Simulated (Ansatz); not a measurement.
**NbP: equation of state with PBE**

Crystal: NbP.

```
CELL_PARAMETERS angstrom
-1.67492 1.67492 5.74011
1.67492 -1.67492 5.74011
1.67492 1.67492 -5.74011
ATOMIC_POSITIONS crystal
Nb 0.24988 0.74988 0.50000
Nb 0.49988 0.49988 0.00000
P 0.83275 0.33275 0.50000
P 0.08275 0.08275 0.00000
```

The cell is a database's computed one.

```
Program             : Ansatz 0.2.0
Task                : equation of state
Functional          : PBE
Potentials or basis : Ansatz PAW
Cutoff              : 420 eV
Density cutoff      : 1680 eV
k mesh              : 11 × 11 × 11
Occupations         : fermi-dirac, width 0.05 eV
Spin                : no spin polarisation
```

The equilibrium volume is 16.01 Å³/atom and the bulk modulus at fixed shape and positions is 190 GPa. The pressure derivative of the bulk modulus is 4.3.

Energy against volume, from the lowest point:
```
volume (Å³/atom)  energy (meV/atom)
          15.137              30.87
          15.459              11.67
          15.781               1.69
          16.103               0.00
          16.425               5.76
          16.747              18.20
          17.069              36.66
```

All runs of the series together: 77 s on 2 threads of Arm Neoverse V1, on a shared host.

Caveat: the cell was scaled at fixed shape and fractional positions, which overstates the stiffness of a crystal with free parameters, most of all of layers and chains.
